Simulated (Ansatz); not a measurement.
All numbers below come from DFT PBE, scalar-relativistic, plane waves, PAW in Ansatz 0.2.0. All cells share a 420 eV cutoff and Γ-centred k meshes spaced about 0.3 Å⁻¹ or finer (0.25 for metals, 2π included). No spin polarisation in the final relaxations.

Temperature and zero-point effects are left out. All come from trial cells, and lower structures may exist.

**Question.** Which of these relaxed structures of Mo3H is the lowest in energy?
1.

Space group I-4m2 (No. 119). a = 3.228 Å, b = 3.228 Å, c = 9.684 Å, α = 90.00°, β = 90.00°, γ = 90.00°
| atom | site | symmetry | x | y | z |
| --- | --- | --- | --- | --- | --- |
| H | 2d | -4m2 | 0.5000 | 0.0000 | 0.2500 |
| Mo | 4e | 2mm. | 0.5000 | 0.5000 | 0.1577 |
| Mo | 2a | -4m2 | 0.0000 | 0.0000 | 0.0000 |

2.

Space group P-3m1 (No. 164). a = 2.872 Å, b = 2.872 Å, c = 7.000 Å, α = 90.00°, β = 90.00°, γ = 120.00°
```tsv
atom	site	symmetry	x	y	z
H	1b	-3m.	0.0000	0.0000	0.5000
Mo	2d	3m.	0.6667	0.3333	0.6729
Mo	1a	-3m.	0.0000	0.0000	0.0000
```

3.

Space group I4/mmm (No. 139). a = 3.126 Å, b = 3.126 Å, c = 10.273 Å, α = 90.00°, β = 90.00°, γ = 90.00°
```json
{"atom": "H", "site": "2b", "symmetry": "4/mmm", "x": "0.5000", "y": "0.5000", "z": "0.0000"}
{"atom": "Mo", "site": "4e", "symmetry": "4mm", "x": "0.5000", "y": "0.5000", "z": "0.1807"}
{"atom": "Mo", "site": "2a", "symmetry": "4/mmm", "x": "0.0000", "y": "0.0000", "z": "0.0000"}
```

**Answer.** 1. It has space group I-4m2 (No. 119); the next, 3, with space group I4/mmm (No. 139), lies 14 meV/atom higher. Counting Mo atoms around H (those within 1.25 times the shortest such distance or 1.15 times the sum of covalent radii, 1.27 where that leaves under three; a plus sign parts nearer from farther groups), the lowest has H 4 and the next has H 2+4. Even the lowest lies +0.15 eV/atom against the elements.

The k mesh leaves some 4 meV/atom of noise in the energy of each metallic cell. With hydrogen, zero-point motion can shift such differences by 10 meV/atom or more. With atoms moved at random, P-3m1 (by 143 meV/atom) fell into a lower structure. Without a clear test, and held by symmetry: I-4m2 and I4/mmm. Some structure types and database cells were kept out of the candidates from the start, so a known form may be missing.
